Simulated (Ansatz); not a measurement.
**Deforming HgTe**

```
Hg Te
1.0
     0.00000    2.92150    2.92150
     2.92150    0.00000    2.92150
     2.92150    2.92150    0.00000
Hg Te
1 1
Direct
  0.00000 0.00000 0.00000
  0.50000 0.50000 0.50000
```

Atom numbers follow the list: Hg1, Te2.

The cell comes from COD entry 1538296, which wasn't checked; take it as a given geometry.

No spin–orbit coupling, which matters for the heavy atoms here.

Method: DFT, PBE, all-electron PAW with datasets made for the crystal, scalar-relativistic (Ansatz 0.2.0).

Numerical set-up: a Γ-centred 12×12×12 k mesh, Fermi–Dirac smearing of 0.08 eV, cutoff 260 eV (chosen by the program for this cell), no spin polarisation.

The unchanged cell is at 10.45 GPa.

In a metal, stresses and small energies carry noise from the k mesh.

x, y and z are the Cartesian axes of the cell as listed; fractional coordinates follow a strain, and an engineering shear is twice the off-diagonal strain component.

Q: With this change (z strained by +1 % at fixed volume), what becomes of the energy and stress?

A: Energy change +1 meV/atom; stress change (xx, yy, zz, yz, xz, xy) 0.56, 0.56, -1.01, 0.00, 0.00, 0.00 GPa, compression positive.

Q: With this change (z strained by +2 % at fixed volume), what becomes of the energy and stress?

A: Energy change +5 meV/atom; stress change (xx, yy, zz, yz, xz, xy) 1.14, 1.14, -1.86, 0.00, 0.00, 0.00 GPa, compression positive.

Q: With this change (atom 2 (Te) moved by (0.0000, 0.0000, 0.1200) Å), what becomes of the energy and stress and forces?

A: Energy change +15 meV/atom; stress change (xx, yy, zz, yz, xz, xy) -0.10, -0.10, 1.44, 0.00, 0.00, 0.00 GPa, compression positive; change of the force on Te2 (0.000, 0.000, -0.510) eV/Å.

Q: What force constant does this one finite step give for Te2 along its displacement (all its periodic images move with it)?

A: k = −ΔF·u/|u|² = 4.25 eV/Å², so the force pulls the atom back.
